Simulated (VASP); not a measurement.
# KCl (Sylvite) (Fm-3m) in VASP: notebook, part 2 of 2

VASP 6.6.1. Earlier steps stand in the parts before.

## Step 4: Relaxation of the atoms, PBEsol (a relaxed cell with its volume scaled by 0.98)

INCAR

```
SYSTEM = KCl
PREC = Accurate
ENCUT = 600
EDIFF = 1E-7
ISMEAR = 0
SIGMA = 0.03
LREAL = .False.
LASPH = .True.
NELM = 80
ALGO = Normal
ISIF = 2
LWAVE = .False.
LCHARG = .False.
GGA = PS
IBRION = 2
NSW = 40
EDIFFG = -0.01
```

KPOINTS

```
Automatic mesh
0
Gamma
  8 8 8
  0 0 0
```

POSCAR

```
KCl                                     
1.0
    0.0000000000      3.1060088379      3.1060088379
    3.1060088379      0.0000000000      3.1060088379
    3.1060088379      3.1060088379      0.0000000000
  K               Cl            
     1     1
Direct
     0.0000000000000000    0.0000000000000000    0.0000000000000000
     0.5000000000000000    0.5000000000000000    0.5000000000000000
```

Potentials or basis: VASP PAW PBE potentials, release 64 (K_sv, Cl).

Started as:

```console
cat potpaw_PBE.64/K_sv/POTCAR potpaw_PBE.64/Cl/POTCAR > POTCAR
mpirun -np 1 vasp_std > vasp.out
```

OUTCAR:

```text
SYSTEM = KCl
   PREC = Accurate
   ENCUT = 600
   EDIFF = 1E-7
   ISMEAR = 0
   LREAL = .False.
   LASPH = .True.
   NELM = 80
   ISIF = 2
   GGA = PS
   IBRION = 2
   NSW = 40
   EDIFFG = -0.01

 ion  position               nearest neighbor table
   1  0.000  0.000  0.000-   2 3.11   2 3.11   2 3.11   2 3.11   2 3.11   2 3.11
   2  0.500  0.500  0.500-   1 3.11   1 3.11   1 3.11   1 3.11   1 3.11   1 3.11

  LATTYP: Found a face centered cubic cell.
 ALAT       =     6.2120176758

  Lattice vectors:

 A1 = (   0.0000000000,   3.1060088379,   3.1060088379)
 A2 = (   3.1060088379,   0.0000000000,   3.1060088379)
 A3 = (   3.1060088379,   3.1060088379,   0.0000000000)

Analysis of symmetry for initial positions (statically):
=====================================================================
 Subroutine PRICEL returns:
 Original cell was already a primitive cell.

 Routine SETGRP: Setting up the symmetry group for a
 face centered cubic supercell.

 Subroutine GETGRP returns: Found 48 space group operations
 (whereof 48 operations were pure point group operations)
 out of a pool of 48 trial point group operations.

The static configuration has the point symmetry O_h .

Analysis of symmetry for dynamics (positions and initial velocities):
=====================================================================
 Subroutine PRICEL returns:
 Original cell was already a primitive cell.

 Routine SETGRP: Setting up the symmetry group for a
 face centered cubic supercell.

 Subroutine GETGRP returns: Found 48 space group operations
 (whereof 48 operations were pure point group operations)
 out of a pool of 48 trial point group operations.

The dynamic configuration has the point symmetry O_h .

 Subroutine INISYM returns: Found 48 space group operations
 (whereof 48 operations are pure point group operations),
 and found     1 'primitive' translations
[... 122 lines left out ...]
   AEXX    =    0.0000 exact exchange contribution
   IVDW    =     0    specifies the selected vdW correction
   LEPSILON=     F    determine dielectric tensor
   LRPA    =     F    only Hartree local field effects (RPA)
 conjugate gradient relaxation of ions
 non-spin polarized calculation
 Gauss-broadening in eV      SIGMA  =   0.03
  energy-cutoff  :      600.00
  volume of cell :       59.93
 maximum number of plane-waves:      2018
   NGX = 17   NGY = 17   NGZ = 17

 number of electron      16.0000002 magnetization

 Free energy of the ion-electron system (eV)
  ---------------------------------------------------
  ext. energy  EPLUGINS =         0.00000000
  ---------------------------------------------------
  free energy    TOTEN  =        -7.02193105 eV

  energy without entropy =       -7.02193105  energy(sigma->0) =       -7.02193105

 E-fermi :  -1.5667     XC(G=0):  -7.8895

 val. band max:       -1.7488405636   @ k =   0.0000   0.0000   0.0000
 cond. band min:       3.3994607558   @ k =   0.0000   0.0000   0.0000
 fundamental gap:      5.1483013194
 Fermi energy:        -1.5666768018

 k-point     1 :       0.0000    0.0000    0.0000
  band No.  band energies     occupation
      1     -28.7006      2.00000
      2     -13.8862      2.00000
      3     -12.2285      2.00000
      4     -12.2285      2.00000
      5     -12.2285      2.00000
      6      -1.7488      2.00000
      7      -1.7488      2.00000
      8      -1.7488      2.00000
      9       3.3995      0.00000
     10       6.5576      0.00000
     11       6.5576      0.00000
     12       6.5576      0.00000
[... 331 lines left out ...]
 k-point    24 :      -0.3750    0.2500    0.1250
  band No.  band energies     occupation
      1     -28.6849      2.00000
      2     -13.9892      2.00000
      3     -12.2944      2.00000
      4     -12.2680      2.00000
      5     -12.0672      2.00000
      6      -2.6688      2.00000
      7      -2.1892      2.00000
      8      -2.1177      2.00000
      9       6.0412      0.00000
     10       6.5684      0.00000
     11       8.4057      0.00000
     12       8.4824      0.00000

 [... further k-points ...]

------------------------ aborting loop because EDIFF is reached ----------------------------------------

  FORCE on cell =-STRESS in cart. coord.  units (eV):
  Direction    XX          YY          ZZ          XY          YZ          ZX
  --------------------------------------------------------------------------------------
  -------------------------------------------------------------------------------------
  Total        0.1428811      0.1428811      0.1428811     -0.0000000      0.0000000     -0.0000000
  in kB        3.8198585      3.8198585      3.8198585     -0.0000000      0.0000000     -0.0000000
  external PRESSURE =       3.8198585 kB  Pullay stress =       0.0000000 kB

 VOLUME and BASIS-vectors are now :
 -----------------------------------------------------------------------------
  energy-cutoff  :      600.00
  volume of cell :       59.93
      direct lattice vectors                 reciprocal lattice vectors
     0.000000000  3.106008838  3.106008838    -0.160978293  0.160978293  0.160978293
     3.106008838  0.000000000  3.106008838     0.160978293 -0.160978293  0.160978293
     3.106008838  3.106008838  0.000000000     0.160978293  0.160978293 -0.160978293

 POSITION                                       TOTAL-FORCE (eV/Angst)
 -----------------------------------------------------------------------------------
      0.00000      0.00000      0.00000        -0.000000     -0.000000     -0.000000
      3.10601      3.10601      3.10601         0.000000      0.000000      0.000000
 -----------------------------------------------------------------------------------
    total drift:                                0.000000      0.000000      0.000000

  FREE ENERGIE OF THE ION-ELECTRON SYSTEM (eV)
  ---------------------------------------------------
  free  energy   TOTEN  =        -7.0219310544 eV

  energy  without entropy=       -7.0219310544  energy(sigma->0) =       -7.02193105

 reached required accuracy - stopping structural energy minimisation
```

OSZICAR:

```text
N       E                     dE             d eps       ncg     rms          rms(c)
DAV:   1     0.115462273833E+03    0.11546E+03   -0.79689E+03   696   0.135E+03
DAV:   2     0.747070248847E-01   -0.11539E+03   -0.10610E+03   860   0.292E+02
DAV:   3    -0.700654088593E+01   -0.70812E+01   -0.70448E+01   892   0.667E+01
DAV:   4    -0.726186352423E+01   -0.25532E+00   -0.25502E+00  1244   0.116E+01
DAV:   5    -0.726317157625E+01   -0.13081E-02   -0.13080E-02   908   0.867E-01    0.342E+00
DAV:   6    -0.702440967566E+01    0.23876E+00   -0.45047E-01   828   0.397E+00    0.280E+00
DAV:   7    -0.701112716660E+01    0.13283E-01   -0.10674E-01   900   0.211E+00    0.159E+00
DAV:   8    -0.702083102985E+01   -0.97039E-02   -0.17809E-02   972   0.117E+00    0.185E-01
DAV:   9    -0.702136051970E+01   -0.52949E-03   -0.93446E-04   932   0.209E-01    0.938E-02
DAV:  10    -0.702191292822E+01   -0.55241E-03   -0.51335E-04   800   0.182E-01    0.152E-02
DAV:  11    -0.702192789684E+01   -0.14969E-04   -0.19144E-05   908   0.360E-02    0.107E-02
DAV:  12    -0.702193109038E+01   -0.31935E-05   -0.66733E-06   848   0.183E-02    0.462E-03
DAV:  13    -0.702193105439E+01    0.35988E-07   -0.83105E-07   920   0.743E-03
   1 F= -.70219311E+01 E0= -.70219311E+01  d E =-.702193E+01
```

Run time: 12 s. Hardware: 1 thread of Intel Xeon 6975P-C (Granite Rapids), shared host; peak memory 0.21 GiB.

Results:

```yaml
Free_energy: -7.0219 eV
Pressure_after_relaxing: 0.4 GPa
Band_gap_on_the_k_mesh: 5.15 eV, direct
```

Final structure:
```cif
data_structure
_symmetry_space_group_name_H-M 'P 1'
_symmetry_Int_Tables_number 1
_cell_length_a 4.3926
_cell_length_b 4.3926
_cell_length_c 4.3926
_cell_angle_alpha 60.000
_cell_angle_beta 60.000
_cell_angle_gamma 60.000
_cell_volume 59.93
loop_
_atom_site_label
_atom_site_type_symbol
_atom_site_fract_x
_atom_site_fract_y
_atom_site_fract_z
_atom_site_occupancy
K1 K 0.00000 0.00000 0.00000 1
Cl1 Cl 0.50000 0.50000 0.50000 1
```

Caveat: the relaxation stopped at its first step, so nothing moved; the PAW data sets were made with another functional, which shifts forces and pressure a little. A k mesh can miss the band edges.

## Step 5: Relaxation of the atoms, PBEsol

INCAR is that of step 4.

KPOINTS is that of step 4.

POSCAR

```
KCl                                     
1.0
    0.0000000000      3.1269960207      3.1269960207
    3.1269960207      0.0000000000      3.1269960207
    3.1269960207      3.1269960207      0.0000000000
  K               Cl            
     1     1
Direct
     0.0000000000000000    0.0000000000000000    0.0000000000000000
     0.5000000000000000    0.5000000000000000    0.5000000000000000
```

Started as:

```console
cat potpaw_PBE.64/K_sv/POTCAR potpaw_PBE.64/Cl/POTCAR > POTCAR
mpirun -np 1 vasp_std > vasp.out
```

Wall time 12 s (1 thread of Intel Xeon 6975P-C (Granite Rapids), shared host); peak memory 0.21 GiB.

Results (log left out):

- Free energy: -7.0233 eV
- Pressure after relaxing: 0.0 GPa
- Band gap on the k mesh: 5.08 eV, direct

Final structure:
```
K Cl
1.0
     0.00000    3.12700    3.12700
     3.12700    0.00000    3.12700
     3.12700    3.12700    0.00000
K Cl
1 1
Direct
  0.00000 0.00000 0.00000
  0.50000 0.50000 0.50000
```

Levels at points of the mesh, in eV from the valence-band top:
```tsv
k point	band 6	band 7	band 8	band 9	band 10	band 11
(0.00, 0.00, 0.00)	0.00	0.00	0.00	5.08	8.30	8.30
(0.50, 0.00, 0.00)	-1.12	-0.35	-0.35	7.48	8.56	10.54
(0.50, 0.50, 0.00)	-0.69	-0.23	-0.23	6.38	8.31	10.01
```

Caveat: the relaxation stopped at its first step, so nothing moved; the PAW data sets were made with another functional, which shifts forces and pressure a little.

## Step 6: The runs side by side

```csv
cell,gap on the mesh (eV),pressure (GPa)
atoms relaxed from: a relaxed cell with its volume scaled by 0.94,5.29,1.3
atoms relaxed from: a relaxed cell with its volume scaled by 0.96,5.22,0.8
atoms relaxed from: a relaxed cell with its volume scaled by 0.98,5.15,0.4
atoms relaxed,5.08,0.0
```

Alike in all rows: task relaxation of the atoms; level PBEsol; potentials or basis VASP PAW PBE potentials, release 64 (K_sv, Cl); no spin polarisation; k mesh 8 × 8 × 8; cutoff (eV) 600; smearing gaussian 0.03 eV.

Caveats: the relaxation stopped at its first step, so nothing moved; the PAW data sets were made with another functional, which shifts forces and pressure a little.

Absolute energies hang on the potentials; compare differences alone.

## Step 7: Comparison with measurements

Step 5. A measured gap of KCl is 8.68 eV (a printed reference work, monograph); the calculated 5.08 eV misses it by -3.60 eV. The value is that of PBEsol on a finite k mesh, which can miss the band edges, without temperature or zero-point motion. Semilocal functionals fall short of measured gaps as a rule.
